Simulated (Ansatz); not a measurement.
# CdS: band gap under strain

How does strain move the band edges of zincblende CdS, and do the functionals agree on it? States: no strain; -4.0 % equal strain in all directions; -3.0 % equal strain in all directions.

Program: Ansatz 0.2.0. PAW datasets, plane waves. Computed at 0 K without zero-point motion; spin polarisation is off.

### 1 Starting point

The unstrained cell was relaxed with r2SCAN; in each strained cell the atoms were relaxed again with r2SCAN. Names of k-points are those of the unstrained zone, where strain can split equivalent points. First state: no strain.

The symmetry is F-43m (No. 216, cubic); a = 5.878 Å in the conventional setting, 25.39 Å³ an atom. Near Cd stand 4 S at 2.55 Å; near S stand 4 Cd at 2.55 Å.

Structure file:

```xyz
2
Lattice="0.0000 2.9392 2.9392 2.9392 0.0000 2.9392 2.9392 2.9392 0.0000" Properties=species:S:1:pos:R:3 pbc="T T T"
Cd    0.0000    0.0000    0.0000
S     1.4696    1.4696    1.4696
```

### 2 No strain: PBE

input.yaml

```yaml
crystal:
  lattice:
    - [0.0, 2.939214843, 2.939214843]
    - [2.939214843, 0.0, 2.939214843]
    - [2.939214843, 2.939214843, 0.0]
  atoms:
    - { symbol: Cd, position: [0.0, 0.0, 0.0] }
    - { symbol: S, position: [0.25, 0.25, 0.25] }
kpoints:
  mp_grid: { grid: [8, 8, 8] }
  band_path:
    path:
      - [0.0, 0.0, 0.0]
      - [-0.5, -0.5, 0.0]
      - [-0.375, -0.375, 0.25]
      - [-0.375, 0.0, 0.375]
      - [0.0, 0.0, 0.5]
      - [-0.5, -0.25, 0.25]
    npoints: 1
hamiltonian:
  xc: pbe
scf:
  occupations: { method: fermi_dirac, width: 0.02 }
  n_extra_bands: 4
output:
  forces: true
  stress: true
  eigenvalues: true
  write_density: true
  write_potential: true
  elf: true
  volumetric_format: npy
```

Run with:

```
$ ansatz run input.yaml --threads 2 --pin off --max-ram 20275MiB --backend cpu --events-out ev --progress --plain --runs-dir out
```

After this run come: No strain: r2SCAN; No strain: HSE06; No strain: r2SCAN+SOC; No strain: r2SCAN; No strain: G0W0@PBE; -4.0 % equal strain in all directions: PBE; -4.0 % equal strain in all directions: r2SCAN; -4.0 % equal strain in all directions: HSE06; -4.0 % equal strain in all directions: r2SCAN+SOC; -4.0 % equal strain in all directions: r2SCAN; -4.0 % equal strain in all directions: G0W0@PBE; -3.0 % equal strain in all directions: PBE; -3.0 % equal strain in all directions: r2SCAN; -3.0 % equal strain in all directions: HSE06; -3.0 % equal strain in all directions: r2SCAN+SOC; -3.0 % equal strain in all directions: r2SCAN; -3.0 % equal strain in all directions: G0W0@PBE.

**Question.** What will these runs give?

The runs gave:

Least gap in eV (negative: overlap), with the change from the unstrained cell in brackets. G0W0 is on its own coarse mesh.

```
                                state  volume change (%)           PBE        r2SCAN         HSE06          G0W0
                            no strain               +0.0          1.10          1.54          2.11          1.76
-4.0 % equal strain in all directions              -11.5  1.35 (+0.25)  1.81 (+0.27)  2.39 (+0.28)  2.09 (+0.33)
-3.0 % equal strain in all directions               -8.7  1.29 (+0.19)  1.74 (+0.20)  2.32 (+0.21)  2.01 (+0.25)
```

**Reading.** With HSE06, of the states in the table -4.0 % equal strain in all directions shifts the gap most, by +0.284 eV. PBE and HSE06 differ by 1.01 eV on the unstrained gap, and by at most 0.03 eV on its change: PBE follows the response to strain far better than the gap itself. No extrapolation in bands, cutoff or mesh was made for G0W0.
